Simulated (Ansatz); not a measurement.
CdSe (Cadmoselite), computed twice by G0W0.

The database entry behind the starting cell differs from later determinations by our own check (inner coordinate of an old entry), so it need not match the best structure at ambient conditions.

```
Cd Se
1.0
     4.30000    0.00000    0.00000
    -2.15000    3.72391    0.00000
     0.00000    0.00000    7.02000
Cd Se
2 2
Cartesian
  0.0000 2.4826 0.0000
  2.1500 1.2413 3.5100
  0.0000 2.4826 2.7027
  2.1500 1.2413 6.2127
```

The cell and positions come from the Crystallography Open Database and are kept as given unless a step says otherwise.

The first (Ansatz 0.2.0; start PBE, 3×3×2 mesh, 255 empty bands, screening to 100 eV, PAW set soft_1 files; 1 × NVIDIA H100 80GB HBM3 (shared by 6 runs) with 3 threads of AMD EPYC 7R13 (Zen 3), shared host) gave, on its mesh: starting gap 0.68 eV, G0W0 gap 1.23 eV, RPA ε∞ (mean) 47.51, 11 s.

Question: The second changes mesh from 3×3×2 to 12×12×4. What does it give?

It gave: starting gap 0.70 eV, G0W0 gap 1.42 eV, RPA ε∞ (mean) 7.89, 7.9 min. The G0W0 gap moves by +0.19 eV, +0.03 eV from the start and +0.17 eV from the correction. Σc changes by −0.55 eV at the valence top and +0.81 eV at the conduction bottom, and Σx − Vxc between them by −1.19 eV.

Limits: not at the basis limit; mesh may overstate the screening; no spin-orbit coupling; coarse k mesh.

[Paths, hosts, dates, memory and timing lines, banners, echoed tables and standing remarks are left out of the program output.]

[Logs are printed without paths, hosts, clocks, repeated set-up lines and the standing remarks that a program may print on its own settings, such as how far it seeks lower states.]

[Runs of the session that timed out or met a known fault of the program may be left out.]

[Cells called generated may have been cut or substituted from an entry of the Crystallography Open Database or the Materials Project.]

[Hosts, paths, dates, database ids (printed as entryN), source tags and the programs' standing remarks are cut or masked in the printed files.]
